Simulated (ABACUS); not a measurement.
A run of ABACUS 3.10.1 is set up as follows.

The input run_abacus.py:

```python
"""ABACUS run from a structure file: ASE reads it, the script writes STRU, KPT and INPUT."""
import re
import subprocess
from ase.io import read
from ase.units import Bohr

atoms = read("POSCAR")
atoms = atoms[(-atoms.numbers).argsort(kind="stable")]  # ABACUS lists atoms element by element
pseudo = {'Sb': 'Sb_ONCV_PBE-1.2.upf', 'Ga': 'Ga_ONCV_PBE-1.2.upf'}
orbital = {}
magmoms = None
kmesh = [5, 5, 5]
params = {
    'suffix': 'GaSb',
    'calculation': 'scf',
    'basis_type': 'pw',
    'pseudo_dir': './',
    'symmetry': 1,
    'dft_functional': 'MGGA_X_TM+MGGA_C_TM',
    'ecutwfc': 94,
    'pseudo_rcut': 10,
    'nspin': 1,
    'nbands': 24,
    'ks_solver': 'dav',
    'smearing_method': 'fd',
    'smearing_sigma': 0.00367493,
    'scf_thr': 1e-08,
    'scf_nmax': 100,
    'mixing_type': 'broyden',
    'mixing_beta': 0.7,
    'cal_force': 1,
    'cal_stress': 1,
    'mixing_tau': 1,
    'out_chg': 1,
    'kpar': 4,
}

symbols = atoms.get_chemical_symbols()
elements = list(dict.fromkeys(symbols))
lines = ["ATOMIC_SPECIES"] + [f"{e} {atoms.get_masses()[symbols.index(e)]:.4f} {pseudo[e]}" for e in elements]
if orbital:
    lines += ["", "NUMERICAL_ORBITAL"] + [orbital[e] for e in elements]
lines += ["", "LATTICE_CONSTANT", f"{1 / Bohr:.10f}", "", "LATTICE_VECTORS"]
lines += [" ".join(f"{x:.10f}" for x in v) for v in atoms.cell]
lines += ["", "ATOMIC_POSITIONS", "Direct"]
for e in elements:
    lines += ["", e, "0.0", str(symbols.count(e))]
    for i, p in enumerate(atoms.get_scaled_positions(wrap=False)):
        if symbols[i] == e:
            mag = "" if magmoms is None else " mag " + " ".join(str(x) for x in (magmoms[i] if isinstance(magmoms[i], list) else [magmoms[i]]))
            lines.append(" ".join(f"{x:.10f}" for x in p) + " 1 1 1" + mag)
open("STRU", "w").write("\n".join(lines) + "\n")
open("KPT", "w").write("K_POINTS\n0\nGamma\n%d %d %d 0 0 0\n" % tuple(kmesh))
open("INPUT", "w").write("INPUT_PARAMETERS\n" + "".join(f"{k:<20s}{v}\n" for k, v in params.items()))

done = subprocess.run(['mpirun', '-np', '4', 'abacus'])
if done.returncode:
    raise SystemExit(done.returncode)
log = open("OUT.GaSb/running_scf.log").read()
print("final energy (eV):", re.findall(r"FINAL_ETOT_IS (\S+)", log))
```

File POSCAR:

```
GaSb
1.0
    0.0000000000      3.0590000000      3.0590000000
    3.0590000000      0.0000000000      3.0590000000
    3.0590000000      3.0590000000      0.0000000000
Sb Ga
1 1
Direct
    0.7500000000      0.7500000000      0.7500000000
    0.0000000000      0.0000000000      0.0000000000
```

Potentials or basis: SG15 ONCV 1.2 PBE, plane waves.

The run is started by

```sh
$ OMP_NUM_THREADS=1 python run_abacus.py > log
```

Problem. What does it give for the band gap on the k mesh?

Solution. 0.19 eV, direct.

Problem. Estimate the pressure.

Solution. -1.5 GPa.

Caveat: the potentials were made for another functional, which shifts forces and pressure; spin-orbit coupling is left out, which moves the levels of the heavy elements; an odd mesh through Γ misses points on the zone boundary, where band edges often lie.

The gap isn't set beside the measured one, since this odd mesh misses points on the zone boundary.
